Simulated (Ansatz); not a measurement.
# PbO2 and the effect of the dispersion correction

The cell as given:

```yaml
crystal:
  lattice:
    - [4.99496, 0.00000, 0.00000]
    - [0.00000, 4.99496, 0.00000]
    - [0.00000, 0.00000, 3.40900]
  atoms:
    - { symbol: Pb, position: [0.50000, 0.50000, 0.50000] }
    - { symbol: Pb, position: [0.00000, 0.00000, 0.00000] }
    - { symbol: O, position: [0.69257, 0.69257, 0.00000] }
    - { symbol: O, position: [0.80743, 0.19257, 0.50000] }
    - { symbol: O, position: [0.19257, 0.80743, 0.50000] }
    - { symbol: O, position: [0.30743, 0.30743, 0.00000] }
```

The cell is a database's computed one, not the measured one.

Kept alike: task relaxation of cell and atoms; functional PBEsol; k mesh 6 × 6 × 8; occupations fermi-dirac, width 0.05 eV; no spin polarisation. Program: Ansatz, Ansatz PAW, cutoff 420 eV. The mesh is that of the run's cell of 6 atoms. No spin-orbit coupling.

| dispersion correction | volume (Å³/atom) | first edge of the run's cell (Å) | third edge of the run's cell (Å) |
| --- | --- | --- | --- |
| D3(BJ) | 13.959 | 4.960 | 3.404 |
| D3(BJ)-ATM | 13.989 | 4.965 | 3.405 |
| D4 | 14.026 | 4.970 | 3.407 |
| none | 14.201 | 4.998 | 3.411 |

The relaxations keep at least the cell's symmetry (P4_2/mnm). Relaxations stop with a little pressure left, so the last digits of a volume or edge aren't settled. Ansatz's relaxations hold a Pulay term in the stress (up to 0.6 GPa here). All rows use potentials made for PBE.

Question: What does the dispersion correction change here?

Answer: The volume runs from 13.959 (D3(BJ)) to 14.201 Å³/atom (none). Against no correction: D3(BJ) -1.7 %; D3(BJ)-ATM -1.5 %; D4 -1.2 %. Dispersion terms mostly attract and so lower the volume; the schemes' coefficients and damping set how far. The first edge of the run's cell runs from 4.960 (D3(BJ)) to 4.998 Å (none). The third edge of the run's cell runs from 3.404 (D3(BJ)) to 3.411 Å (none).
